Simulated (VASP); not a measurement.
# Pd (I4/mmm) in VASP: further runs

One crystal, Pd, is run at these levels: PBE; tasks: single point.

All numbers are computed with VASP 6.6.1; they aren't measurements. Logs are shortened: lines on timing, memory, paths and dates and some standing lists are left out, and cuts for length are marked.

## Step 1: The cell of the first run

Symmetry: I4/mmm, No. 139, tetragonal system. The conventional cell has a = 2.613 Å, b = 2.613 Å, c = 3.890 Å, α = 90.00°, β = 90.00°, γ = 90.00°. Pd (site symmetry 4/mmm) has 12 Pd at 2.61 to 2.68 Å as nearest neighbours.

## Step 2: Single point, PBE (strain -0.050 along x and y, +0.000 along z, atoms carried along)

Contents of INCAR:

```
PREC = Accurate
ENCUT = 520
EDIFF = 1E-7
ISMEAR = 0
SIGMA = 0.15
LREAL = False
LASPH = True
NELM = 100
ALGO = Normal
ISIF = 2
LWAVE = False
LCHARG = True
GGA = PE
LELF = True
LVHAR = True
NBANDS = 11
```

Contents of KPOINTS:

```
Automatic mesh
0
Gamma
  20 20 20
```

Contents of POSCAR:

```
Pd
1.0
    0.0000000000      1.8476550000      1.9449000000
    1.8476550000      0.0000000000      1.9449000000
    1.8476550000      1.8476550000      0.0000000000
Pd
1
Direct
    0.0000000000      0.0000000000      0.0000000000
```

Potentials or basis: VASP PAW PBE potentials, release 64 (Pd).

Launch:

```console
cat potpaw_PBE.64/Pd/POTCAR > POTCAR
mpirun -np 1 vasp_std > vasp.out
```

OUTCAR:

```text
PREC = Accurate
   ENCUT = 520
   EDIFF = 1E-7
   ISMEAR = 0
   LREAL = False
   LASPH = True
   NELM = 100
   ISIF = 2
   GGA = PE

 ion  position               nearest neighbor table
   1  0.000  0.000  0.000-

  LATTYP: Found a body centered tetragonal cell.
 ALAT       =     2.6129787596
 C/A-ratio  =     1.4886458551

  Lattice vectors:

 A1 = (  -1.8476550000,   0.0000000000,   1.9449000000)
 A2 = (   1.8476550000,   0.0000000000,   1.9449000000)
 A3 = (   0.0000000000,   1.8476550000,  -1.9449000000)

Analysis of symmetry for initial positions (statically):
=====================================================================
 Subroutine PRICEL returns:
 Original cell was already a primitive cell.

 Routine SETGRP: Setting up the symmetry group for a
 body centered tetragonal supercell.

 Subroutine GETGRP returns: Found 16 space group operations
 (whereof 16 operations were pure point group operations)
 out of a pool of 16 trial point group operations.

The static configuration has the point symmetry D_4h.

Analysis of symmetry for dynamics (positions and initial velocities):
=====================================================================
 Subroutine PRICEL returns:
 Original cell was already a primitive cell.

 Routine SETGRP: Setting up the symmetry group for a
 body centered tetragonal supercell.

 Subroutine GETGRP returns: Found 16 space group operations
 (whereof 16 operations were pure point group operations)
 out of a pool of 16 trial point group operations.

The dynamic configuration has the point symmetry D_4h.

 Subroutine INISYM returns: Found 16 space group operations
 (whereof 16 operations are pure point group operations),
 and found     1 'primitive' translations

----------------------------------------------------------------------------------------

                                     Primitive cell

  volume of cell :      13.2791

  direct lattice vectors                    reciprocal lattice vectors
     0.000000000  1.847655000  1.944900000    -0.270613291  0.270613291  0.257082626
     1.847655000  0.000000000  1.944900000     0.270613291 -0.270613291  0.257082626
     1.847655000  1.847655000  0.000000000     0.270613291  0.270613291 -0.257082626

  length of vectors
     2.682622785  2.682622785  2.612978760     0.461036423  0.461036423  0.461036423

  position of ions in fractional coordinates (direct lattice)
     0.000000000  0.000000000  0.000000000

  ion indices of the primitive-cell ions
   primitive index   ion index
                 1           1

----------------------------------------------------------------------------------------

 KPOINTS: Automatic mesh

Automatic generation of k-mesh.
 Grid dimensions read from file:
 generate k-points for:   20   20   20

 Generating k-lattice:

  Cartesian coordinates                     Fractional coordinates (reciprocal lattice)
    -0.013530665  0.013530665  0.012854131     0.050000000  0.000000000  0.000000000
     0.013530665 -0.013530665  0.012854131     0.000000000  0.050000000  0.000000000
     0.013530665  0.013530665 -0.012854131     0.000000000  0.000000000  0.050000000

  Length of vectors
     0.023051821  0.023051821  0.023051821

  Shift w.r.t. Gamma in fractional coordinates (k-lattice)
     0.000000000  0.000000000  0.000000000

 Subroutine IBZKPT returns following result:
 ===========================================

 Found    641 irreducible k-points:

 Following reciprocal coordinates:
            Coordinates               Weight
  0.000000  0.000000  0.000000      1.000000
  0.050000  0.000000  0.000000      8.000000
  0.100000  0.000000  0.000000      8.000000
  0.150000  0.000000  0.000000      8.000000
  0.200000  0.000000  0.000000      8.000000
  0.250000  0.000000  0.000000      8.000000
[... 16 lines left out ...]
 -0.400000  0.050000  0.000000      8.000000
 -0.350000  0.050000  0.000000      8.000000
 [... further k-points ...]
   k-points           NKPTS =    641   k-points in BZ     NKDIM =    641   number of bands    NBANDS=     11
   number of dos      NEDOS =    301   number of ions     NIONS =      1
   total plane-waves  NPLWV =   8000
   dimension x,y,z NGX =    20 NGY =   20 NGZ =   20
   dimension x,y,z NGXF=    40 NGYF=   40 NGZF=   40
   ions per type =               1
   NGX,Y,Z   is equivalent  to a cutoff of  12.39, 12.39, 12.72 a.u.
   NGXF,Y,Z  is equivalent  to a cutoff of  24.79, 24.79, 25.45 a.u.
 SYSTEM =  unknown system
   PREC   = accura    normal or accurate (medium, high low for compatibility)
   ISTART =      0    job   : 0-new  1-cont  2-samecut
   ICHARG =      2    charge: 1-file 2-atom 10-const
   ISPIN  =      1    spin polarized calculation?
   LNONCOLLINEAR =      F non collinear calculations
   LSORBIT =      F    spin-orbit coupling
   LASPH  =      T    aspherical Exc in radial PAW
   ENCUT  =  520.0 eV  38.22 Ry    6.18 a.u.   4.99  4.99  4.86*2*pi/ulx,y,z
   NELM   =    100;   NELMIN=  2; NELMDL= -5     # of ELM steps
   EDIFF  = 0.1E-06   stopping-criterion for ELM
   LREAL  =      F    real-space projection
   EDIFFG = 0.1E-05   stopping-criterion for IOM
   NSW    =      0    number of steps for IOM
   IBRION =     -1    ionic relax: 0-MD 1-quasi-New 2-CG
   NFREE  =      0    steps in history (QN), initial steepest desc. (CG)
   ISIF   =      2    stress and relaxation
   ISYM   =      2    0-nonsym 1-usesym 2-fastsym
   POTIM  = 0.5000    time-step for ionic-motion
   TEBEG  =    0.0;   TEEND  =   0.0 temperature during run
   PSTRESS=    0.0 pullay stress
   NELECT =      10.0000    total number of electrons
   NUPDOWN=      -1.0000    fix difference up-down
   EMIN   =  10.00;   EMAX   =-10.00  energy-range for DOS
   EFERMI =   0.00;   METHOD = LEGACY
   ISMEAR =     0;   SIGMA  =   0.15  broadening in eV -4-tet -1-fermi 0-gaus
   EFERMI_NEDOS =   21; number of points for ismear=-14 and -15
   IALGO  =     38    algorithm
   IMIX   =      4    mixing-type and parameters
     AMIX     =   0.40;   BMIX     =  1.00
     AMIX_MAG =   1.60;   BMIX_MAG =  1.00
  volume/ion in A,a.u.               =      13.28        89.61
  Fermi-wavevector in a.u.,A,eV,Ry     =   1.489424  2.814604 30.182964  2.218385
  Thomas-Fermi vector in A             =   2.602335
   LORBIT       =      0    0 simple, 1 ext, 2 COOP (PROOUT), +10 PAW based schemes
   GGA     = PE    functional components
   LHFCALC =     F    Hartree Fock is set to
   AEXX    =    0.0000 exact exchange contribution
   IVDW    =     0    specifies the selected vdW correction
   LEPSILON=     F    determine dielectric tensor
   LRPA    =     F    only Hartree local field effects (RPA)
 non-spin polarized calculation
 Gauss-broadening in eV      SIGMA  =   0.15
  energy-cutoff  :      520.00
  volume of cell :       13.28
 maximum number of plane-waves:       372
   NGX =  9   NGY =  9   NGZ =  9

 number of electron      10.0000000 magnetization

 number of electron       9.9999999 magnetization

 Free energy of the ion-electron system (eV)
  ---------------------------------------------------
  ext. energy  EPLUGINS =         0.00000000
  ---------------------------------------------------
  free energy    TOTEN  =        -5.03064209 eV

  energy without entropy =       -5.00723309  energy(sigma->0) =       -5.01893759

 E-fermi :  11.6615     XC(G=0): -13.8526

 val. band max:       11.6606999539   @ k =  -0.4000  -0.0000   0.4000
 cond. band min:      11.6617785678   @ k =  -0.4000   0.4000   0.1500
 fundamental gap:      0.0010786139
 Fermi energy:        11.6615220892

 k-point     1 :       0.0000    0.0000    0.0000
  band No.  band energies     occupation
      1       3.6845      2.00000
      2       7.9379      2.00000
      3       8.5105      2.00000
      4       8.5105      2.00000
      5       9.8965      2.00000
      6      10.5118      2.00000
      7      28.8990      0.00000
      8      33.2851      0.00000
      9      34.7405      0.00000
     10      34.7405      0.00000
     11      37.4445      0.00000

 k-point     2 :       0.0500    0.0000    0.0000
  band No.  band energies     occupation
      1       3.7850      2.00000
      2       7.9551      2.00000
      3       8.4900      2.00000
      4       8.5474      2.00000
      5       9.8842      2.00000
      6      10.4856      2.00000
      7      29.0267      0.00000
      8      33.1400      0.00000
      9      34.3680      0.00000
     10      34.8743      0.00000
     11      37.4595      0.00000

 k-point     3 :       0.1000    0.0000    0.0000
  band No.  band energies     occupation
      1       4.0764      2.00000
      2       7.9800      2.00000
      3       8.4571      2.00000
      4       8.6486      2.00000
      5       9.8642      2.00000
      6      10.4190      2.00000
      7      29.3632      0.00000
      8      32.1670      0.00000
      9      34.3472      0.00000
     10      35.2612      0.00000
     11      37.4715      0.00000

 k-point     4 :       0.1500    0.0000    0.0000
  band No.  band energies     occupation
      1       4.5226      2.00000
      2       7.9713      2.00000
      3       8.4596      2.00000
      4       8.7824      2.00000
      5       9.8868      2.00000
      6      10.3503      2.00000
      7      29.6911      0.00000
      8      30.7614      0.00000
      9      34.8648      0.00000
     10      35.8541      0.00000
     11      37.4705      0.00000

 k-point     5 :       0.2000    0.0000    0.0000
  band No.  band energies     occupation
      1       5.0381      2.00000
      2       8.0024      2.00000
      3       8.4621      2.00000
      4       8.8885      2.00000
      5      10.0213      2.00000
      6      10.3458      2.00000
      7      28.7873      0.00000
      8      30.3051      0.00000
      9      35.5918      0.00000
     10      36.5498      0.00000
     11      37.4515      0.00000
[... 211 lines left out ...]
 k-point    21 :       0.5000    0.0500    0.0000
  band No.  band energies     occupation
      1       5.5639      2.00000
      2       7.9322      2.00000
      3       8.5699      2.00000
      4      11.1064      2.00000
      5      11.5404      1.74666
      6      13.0977      0.00000
      7      19.9783      0.00000
      8      28.2285      0.00000
      9      33.1280      0.00000
     10      34.1317      0.00000
     11      37.4714      0.00000

 k-point    22 :      -0.4500    0.0500    0.0000
  band No.  band energies     occupation
      1       5.5715      2.00000
      2       7.9560      2.00000
      3       8.5649      2.00000
      4      11.0795      2.00000
      5      11.4487      1.95520
      6      13.0631      0.00000
      7      20.1195      0.00000
      8      28.2451      0.00000
      9      32.9757      0.00000
     10      34.4570      0.00000
     11      37.4713      0.00000

 k-point    23 :      -0.4000    0.0500    0.0000
  band No.  band energies     occupation
      1       5.6245      2.00000
      2       8.0252      2.00000
      3       8.6118      2.00000
      4      10.6827      2.00000
      5      11.2342      1.99994
      6      12.4892      0.00000
      7      21.2230      0.00000
      8      28.4741      0.00000
      9      33.2283      0.00000
     10      35.1535      0.00000
     11      37.4707      0.00000

 k-point    24 :      -0.3500    0.0500    0.0000
  band No.  band energies     occupation
      1       5.7016      2.00000
      2       8.1271      2.00000
      3       8.7038      2.00000
      4       9.9386      2.00000
      5      10.9332      2.00000
      6      11.8360      0.09991
      7      22.8350      0.00000
      8      28.8929      0.00000
      9      33.8208      0.00000
     10      36.1865      0.00000
     11      37.4689      0.00000

 [... further k-points ...]
[... 5 lines left out ...]
  --------------------------------------------------------------------------------------
  -------------------------------------------------------------------------------------
  Total        3.0833445      3.0833445      2.6307370      0.0000000      0.0000000      0.0000000
  in kB      372.0176943    372.0176943    317.4088119      0.0000000      0.0000000      0.0000000
  external PRESSURE =     353.8147335 kB  Pullay stress =       0.0000000 kB

 VOLUME and BASIS-vectors are now :
 -----------------------------------------------------------------------------
  energy-cutoff  :      520.00
  volume of cell :       13.28
      direct lattice vectors                 reciprocal lattice vectors
     0.000000000  1.847655000  1.944900000    -0.270613291  0.270613291  0.257082626
     1.847655000  0.000000000  1.944900000     0.270613291 -0.270613291  0.257082626
     1.847655000  1.847655000  0.000000000     0.270613291  0.270613291 -0.257082626

 POSITION                                       TOTAL-FORCE (eV/Angst)
 -----------------------------------------------------------------------------------
      0.00000      0.00000      0.00000         0.000000     -0.000000      0.000000
 -----------------------------------------------------------------------------------
    total drift:                                0.000000      0.000000      0.000000

  FREE ENERGIE OF THE ION-ELECTRON SYSTEM (eV)
  ---------------------------------------------------
  free  energy   TOTEN  =        -5.0306420875 eV

  energy  without entropy=       -5.0072330897  energy(sigma->0) =       -5.01893759
```

It took 70 s on 1 thread of Intel Xeon Platinum 8259CL at 2.50GHz (Skylake/Cascade Lake), shared host; peak memory 0.21 GiB.

What came out:

```
Free energy            : -5.0306 eV
Pressure               : 35.4 GPa
Band gap on the k mesh : none (metal or under the smearing width)
```

Stress tensor (GPa, compression positive):
```
37.20  0.00  0.00
 0.00 37.20  0.00
 0.00  0.00 31.74
```

Caveat: so large a pressure means that the cell lies far from this level's equilibrium, or that cutoff or potentials fall short.

## Step 3: Single point, PBE (strain +0.050 along x and y, -0.050 along z, atoms carried along)

Contents of INCAR:

```
PREC = Accurate ; ENCUT = 520
EDIFF = 1E-7 ; ISMEAR = 0
SIGMA = 0.15 ; LREAL = False
LASPH = True ; NELM = 100
ALGO = Normal ; ISIF = 2
LWAVE = False ; LCHARG = False
GGA = PE ; NBANDS = 11
```

Contents of KPOINTS:

```
regular mesh
0
Gamma
  20 20 20
```

Contents of POSCAR:

```
Pd
1.0
    0.0000000000      2.0421450000      1.8476550000
    2.0421450000      0.0000000000      1.8476550000
    2.0421450000      2.0421450000      0.0000000000
Pd
1
Direct
    0.0000000000      0.0000000000      0.0000000000
```

Potentials or basis: VASP PAW PBE potentials, release 64 (Pd).

Launch:

```console
cat potpaw_PBE.64/Pd/POTCAR > POTCAR
mpirun -np 1 vasp_std > vasp.out
```

OUTCAR:

```text
PREC = Accurate
   ENCUT = 520
   EDIFF = 1E-7
   ISMEAR = 0
   LREAL = False
   LASPH = True
   NELM = 100
   ISIF = 2
   GGA = PE

 ion  position               nearest neighbor table
   1  0.000  0.000  0.000-

  LATTYP: Found a body centered tetragonal cell.
 ALAT       =     2.8880291553
 C/A-ratio  =     1.2795265564

  Lattice vectors:

 A1 = (   0.0000000000,  -2.0421450000,  -1.8476550000)
 A2 = (   0.0000000000,   2.0421450000,  -1.8476550000)
 A3 = (   2.0421450000,   0.0000000000,   1.8476550000)

[... 509 lines left out ...]
      4       7.7568      2.00000
      5       8.5847      1.99999
      6       9.0311      1.12710
      7      19.2455      0.00000
      8      26.1173      0.00000
      9      30.4046      0.00000
     10      30.6110      0.00000
     11      34.1969      0.00000

 [... further k-points ...]
[... 5 lines left out ...]
  --------------------------------------------------------------------------------------
  -------------------------------------------------------------------------------------
  Total       -0.1657459     -0.1657459      0.0936340      0.0000000      0.0000000     -0.0000000
  in kB      -17.2317517    -17.2317517      9.7346447      0.0000000      0.0000000     -0.0000000
  external PRESSURE =      -8.2429529 kB  Pullay stress =       0.0000000 kB

 VOLUME and BASIS-vectors are now :
 -----------------------------------------------------------------------------
  energy-cutoff  :      520.00
  volume of cell :       15.41
      direct lattice vectors                 reciprocal lattice vectors
     0.000000000  2.042145000  1.847655000    -0.244840597  0.244840597  0.270613291
     2.042145000  0.000000000  1.847655000     0.244840597 -0.244840597  0.270613291
     2.042145000  2.042145000  0.000000000     0.244840597  0.244840597 -0.270613291

 POSITION                                       TOTAL-FORCE (eV/Angst)
 -----------------------------------------------------------------------------------
      0.00000      0.00000      0.00000        -0.000000      0.000000      0.000000
 -----------------------------------------------------------------------------------
    total drift:                                0.000000     -0.000000     -0.000000

  FREE ENERGIE OF THE ION-ELECTRON SYSTEM (eV)
  ---------------------------------------------------
  free  energy   TOTEN  =        -5.2188720602 eV

  energy  without entropy=       -5.1938255459  energy(sigma->0) =       -5.20634880
```

Wall time 74 s (1 thread of Intel Xeon Platinum 8259CL at 2.50GHz (Skylake/Cascade Lake), shared host); peak memory 0.22 GiB.

What came out:

- Free energy: -5.2189 eV
- Pressure: -0.8 GPa
- Band gap on the k mesh: none (metal or under the smearing width)

## Step 4: Single point, PBE (strain +0.000 along x and y, -0.050 along z, atoms carried along)

Contents of INCAR:

```
PREC = Accurate ; ENCUT = 520
EDIFF = 1E-7 ; ISMEAR = 0
SIGMA = 0.15 ; LREAL = F
LASPH = T ; NELM = 100
ALGO = Fast ; ISIF = 2
LWAVE = F ; LCHARG = F
GGA = PE ; NBANDS = 11
```

Contents of KPOINTS:

```
Automatic mesh
0
Gamma
  20 20 20
```

Contents of POSCAR:

```
Pd
1.0
    0.0000000000      1.9449000000      1.8476550000
    1.9449000000      0.0000000000      1.8476550000
    1.9449000000      1.9449000000      0.0000000000
Pd
1
Direct
    0.0000000000      0.0000000000      0.0000000000
```

Launch:

```console
cat potpaw_PBE.64/Pd/POTCAR > POTCAR
mpirun -np 1 vasp_std > vasp.out
```

Wall time 78 s (1 thread of Intel Xeon Platinum 8259CL at 2.50GHz (Skylake/Cascade Lake), shared host); peak memory 0.21 GiB.

The run converged. Its results:

| Quantity | Value |
| --- | --- |
| Free energy | -5.1513 eV |
| Pressure | 19.7 GPa |
| Band gap on the k mesh | none (metal or under the smearing width) |

Stress tensor (GPa, compression positive):
```
18.76  0.00  0.00
 0.00 18.76  0.00
 0.00  0.00 21.45
```

Levels at points of the mesh, in eV from the Fermi level:
```tsv
k point	band 1	band 2	band 3	band 4	band 5	band 6	band 7	band 8	band 9	band 10
(0.00, 0.00, 0.00)	-7.56	-3.24	-3.24	-2.75	-1.61	-1.09	17.26	21.85	21.85	23.25
(0.50, 0.00, 0.00)	-5.72	-3.39	-2.89	-0.14	0.11	0.91	7.79	16.52	21.13	22.28
(0.50, 0.50, 0.00)	-5.87	-5.56	-0.05	0.34	0.34	4.09	12.33	12.87	12.87	21.82
(0.50, 0.00, 0.50)	-5.86	-5.53	-0.06	0.14	0.49	3.02	10.89	13.67	14.07	22.73
```

Caveat: so large a pressure means that the cell lies far from this level's equilibrium, or that cutoff or potentials fall short.

## Step 5: Summary

| cell | gap on the mesh (eV) | pressure (GPa) |
| --- | --- | --- |
| strain -0.050 along x and y, +0.000 along z, atoms carried along | none | 35.4 |
| strain +0.050 along x and y, -0.050 along z, atoms carried along | none | -0.8 |
| strain +0.000 along x and y, -0.050 along z, atoms carried along | none | 19.7 |

Alike in all rows: task single point; level PBE; potentials or basis VASP PAW PBE potentials, release 64 (Pd); no spin polarisation; k mesh 20 × 20 × 20; cutoff (eV) 520; smearing gaussian 0.15 eV.

Caveats: so large a pressure means that the cell lies far from this level's equilibrium, or that cutoff or potentials fall short (some runs).

Total energies depend on the potentials used, so only differences within one code and one set of settings carry meaning.
